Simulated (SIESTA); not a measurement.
## HgTe in SIESTA: convergence with k mesh

Input of the first run (k mesh 2 × 2 × 1); the others differ in this setting and in those tied to it:

Contents of HgTe.fdf:

```
SystemName                      HgTe
SystemLabel                     HgTe
NumberOfSpecies                 2
NumberOfAtoms                   6
%block ChemicalSpeciesLabel
  1  52 Te
  2  80 Hg
%endblock ChemicalSpeciesLabel

LatticeConstant                 1.0 Ang
%block LatticeVectors
     4.5587174183     0.0000000000     0.0000000000
    -2.2793587092     3.9479650929     0.0000000000
     0.0000000000     0.0000000000    23.3748986673
%endblock LatticeVectors
AtomicCoordinatesFormat         Fractional
%block AtomicCoordinatesAndAtomicSpecies
     0.0000000000     0.0000000000     0.3208570059  1  Te
     0.3333333333     0.6666666667     0.3606665602  2  Hg
     0.3333333333     0.6666666667     0.4800952229  1  Te
     0.6666666667     0.3333333333     0.5199047771  2  Hg
     0.6666666667     0.3333333333     0.6393334398  1  Te
     0.0000000000     0.0000000000     0.6791429941  2  Hg
%endblock AtomicCoordinatesAndAtomicSpecies

%block kgrid.MonkhorstPack
    2   0   0  0.0
    0   2   0  0.0
    0   0   1  0.0
%endblock kgrid.MonkhorstPack
XC.Functional                   GGA
XC.Authors                      PBE
PAO.BasisSize                   DZP
PAO.EnergyShift                 0.003 Ry
Mesh.Cutoff                     800 Ry
OccupationFunction              FD
ElectronicTemperature           0.05 eV
Slab.DipoleCorrection           vacuum
MaxSCFIterations                120
SCF.MustConverge                false
SCF.Mixer.Method                Pulay
SCF.Mixer.Weight                0.25
SCF.Mixer.History               8
SCF.DM.Tolerance                5.0e-05
SCF.H.Tolerance                 1.0e-03 eV
WriteForces                     true
Charge.Mulliken                 end
%block PAO.Basis
  Te 4
  n=5 0 2
    5.635 0.000
  n=5 1 2
    7.297 0.000
  n=4 2 2
    3.260 0.000
  n=5 2 1
    7.297
  Hg 5
  n=5 0 2
    2.588 0.000
  n=6 0 2
    5.715 0.000
  n=5 1 2
    3.064 0.000
  n=6 1 1
    5.715
  n=5 2 2
    4.977 0.000
%endblock PAO.Basis
```

Potentials or basis: PseudoDojo 0.4 standard (PBE files), DZP (energy shift 0.003 Ry; two zetas on semicore shells).

Command:

```bash
$ siesta < HgTe.fdf > HgTe.out 2>&1
```

Hardware: 1 thread of Arm Neoverse V1, with other jobs on the host.

```tsv
k mesh	energy less the tightest run, at zero smearing (meV/atom)	largest force (eV/Å)	gap on the mesh (eV)	SCF cycles	CPU time (s)	peak memory (GiB)
2 × 2 × 1	328.45	0.695	0.119	18	83	0.56
3 × 3 × 1	62.50	1.045	0.000	17	80	0.56
4 × 4 × 1	13.53	1.051	0.000	18	86	0.56
5 × 5 × 1	2.59	1.062	0.000	17	83	0.56
6 × 6 × 1	0.22	1.034	0.000	17	85	0.56
7 × 7 × 1	0.27	1.017	0.000	17	86	0.56
9 × 9 × 1	0.00	0.991	0.000	17	91	0.56
```

Against the tightest run, the energy stays within 1 meV/atom from 6 × 6 × 1 on; the gap on the mesh stays within 0.01 eV from 3 × 3 × 1 on. Not settled before the last step: the largest force (to 0.005 eV/Å). Meshes of other sizes hit other points, so gaps and Fermi surfaces needn't settle smoothly. The tightest run that finished is the yardstick and may itself not be fully converged.

Caveat, for the tightest run too: the valence orbitals were made in a potential fitted to the semicore shell under them, which widens gaps by tenths of an eV or more; the basis of atomic orbitals isn't converged, which shifts pressures, moduli and gaps. The run has no spin-orbit coupling, so splittings on Hg, Te are missing.
